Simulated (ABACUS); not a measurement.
Set up this calculation in ABACUS 3.10.1, as an ASE script.

* Task: single point
* Functional: TM
* Potentials or basis: SG15 ONCV 1.2 PBE
* Cutoff: 1143 eV
* Density cutoff: 4572 eV
* Basis: plane waves
* k mesh: 6 × 6 × 6
* Occupations: fermi-dirac, width 0.05 eV
* Spin: no spin polarisation
* Radial cutoff of the potentials (pseudo_rcut): 10 bohr
* SCF threshold on the density: 1e-08
* Max SCF steps: 100
* Eigensolver: dav
* Mixing: broyden
* Mixing share: 0.7
* Symmetry key: 1
* Bands: 24

The structure of Sn lies in Sn.xyz:

```xyz
2
Lattice="-2.9401404553 2.9401404553 1.5993019889 2.9401404553 -2.9401404553 1.5993019889 2.9401404553 2.9401404553 -1.5993019889" Properties=species:S:1:pos:R:3 pbc="T T T"
Sn     0.0000000000      0.0000000000      0.0000000000
Sn     0.0000000000      2.9401404553      0.7996509944
```

One way to write it, as run:

run_abacus.py

```python
"""ABACUS run from a structure file: ASE reads it, the script writes STRU, KPT and INPUT."""
import re
import subprocess
from ase.io import read
from ase.units import Bohr

atoms = read("Sn.xyz")
atoms = atoms[(-atoms.numbers).argsort(kind="stable")]  # ABACUS lists atoms element by element
pseudo = {'Sn': 'Sn_ONCV_PBE-1.2.upf'}
orbital = {}
magmoms = None
kmesh = [6, 6, 6]
params = {
    'suffix': 'Sn',
    'calculation': 'scf',
    'basis_type': 'pw',
    'pseudo_dir': './',
    'symmetry': 1,
    'dft_functional': 'MGGA_X_TM+MGGA_C_TM',
    'ecutwfc': 84,
    'pseudo_rcut': 10,
    'nspin': 1,
    'nbands': 24,
    'ks_solver': 'dav',
    'smearing_method': 'fd',
    'smearing_sigma': 0.00367493,
    'scf_thr': 1e-08,
    'scf_nmax': 100,
    'mixing_type': 'broyden',
    'mixing_beta': 0.7,
    'cal_force': 1,
    'cal_stress': 1,
    'mixing_tau': 1,
    'out_chg': 1,
    'kpar': 4,
}

symbols = atoms.get_chemical_symbols()
elements = list(dict.fromkeys(symbols))
lines = ["ATOMIC_SPECIES"] + [f"{e} {atoms.get_masses()[symbols.index(e)]:.4f} {pseudo[e]}" for e in elements]
if orbital:
    lines += ["", "NUMERICAL_ORBITAL"] + [orbital[e] for e in elements]
lines += ["", "LATTICE_CONSTANT", f"{1 / Bohr:.10f}", "", "LATTICE_VECTORS"]
lines += [" ".join(f"{x:.10f}" for x in v) for v in atoms.cell]
lines += ["", "ATOMIC_POSITIONS", "Direct"]
for e in elements:
    lines += ["", e, "0.0", str(symbols.count(e))]
    for i, p in enumerate(atoms.get_scaled_positions(wrap=False)):
        if symbols[i] == e:
            mag = "" if magmoms is None else " mag " + " ".join(str(x) for x in (magmoms[i] if isinstance(magmoms[i], list) else [magmoms[i]]))
            lines.append(" ".join(f"{x:.10f}" for x in p) + " 1 1 1" + mag)
open("STRU", "w").write("\n".join(lines) + "\n")
open("KPT", "w").write("K_POINTS\n0\nGamma\n%d %d %d 0 0 0\n" % tuple(kmesh))
open("INPUT", "w").write("INPUT_PARAMETERS\n" + "".join(f"{k:<20s}{v}\n" for k, v in params.items()))

done = subprocess.run(['mpirun', '-np', '4', 'abacus'])
if done.returncode:
    raise SystemExit(done.returncode)
log = open("OUT.Sn/running_scf.log").read()
print("final energy (eV):", re.findall(r"FINAL_ETOT_IS (\S+)", log))
```

Potentials or basis: SG15 ONCV 1.2 PBE, plane waves.

Launch:

```console
$ OMP_NUM_THREADS=1 python run_abacus.py > log
```

Results of the run:

```
Pressure               : -3.0 GPa
Band gap on the k mesh : none (metal or under the smearing width)
```

Caveat: the k mesh is coarse (spacing up to 0.37 Å⁻¹), so the values aren't converged; the potentials were made for another functional, which shifts forces and pressure.

It took 60 s on 4 MPI ranks on Intel(R) Xeon(R) Platinum 8488C (Sapphire Rapids), with other jobs on the host, peak memory 0.52 GiB a rank.
